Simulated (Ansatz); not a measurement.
# AgCl: moving Ag off its site

AgCl, Fm-3m, a = 5.546 Å (as given, not relaxed at this level: -5.6 GPa). Ansatz: LDA, PAW, 420 eV, Γ-centred 8×8×8 mesh on 2 atoms, Gaussian smearing 0.05 eV; no spin polarisation.

```
Ag Cl
1.0
     0.00000    2.77315    2.77315
     2.77315    0.00000    2.77315
     2.77315    2.77315    0.00000
Ag Cl
1 1
Direct
  0.50000 0.50000 0.50000
  0.00000 0.00000 0.00000
```

Atom 1 (Ag) moves by x along the unit vector (0.000, 0.000, -1.000), with its periodic images; all else is held. y is the free energy of the cell over the start, F the force along the path summed over the moved atoms. Symmetry makes y even in x.

| x (Å) | y (meV) | F (eV/Å) |
| --- | --- | --- |
| -0.1000 | 2.99 | 0.06 |
| -0.0500 | 0.71 | 0.03 |
| 0.0000 | 0.00 | 0.00 |
| 0.0125 | 0.04 | -0.01 |
| 0.0250 | 0.17 | -0.01 |
| 0.0375 | 0.40 | -0.02 |
| 0.0625 | 1.12 | -0.04 |
| 0.0750 | ? | ? |
| 0.0875 | 2.25 | -0.05 |

Question: Fit y = c2 x² + c4 x⁴ to the energies of the other rows, give the force constant, and predict energy and force of the missing row.

Answer: Least squares on the rows shown. y = 278.7 x² + 2019 x⁴. The force constant is 2 c2 = 0.557 eV/Å², for the cell as given, at -5.6 GPa (for all images moving together, not for a lone atom). With two atoms in a cubic cell this is the optical mode at Γ without the LO field: ω = 521.5 √(2 c2/μ) = 75 cm⁻¹ for μ = 26.68 u. The force −dy/dx at the missing row is -0.05 eV/Å (computed -0.05). At x = 0.0750 the fit asked for gives 1.63 meV. The run gave 1.63 meV, the same to the digits shown.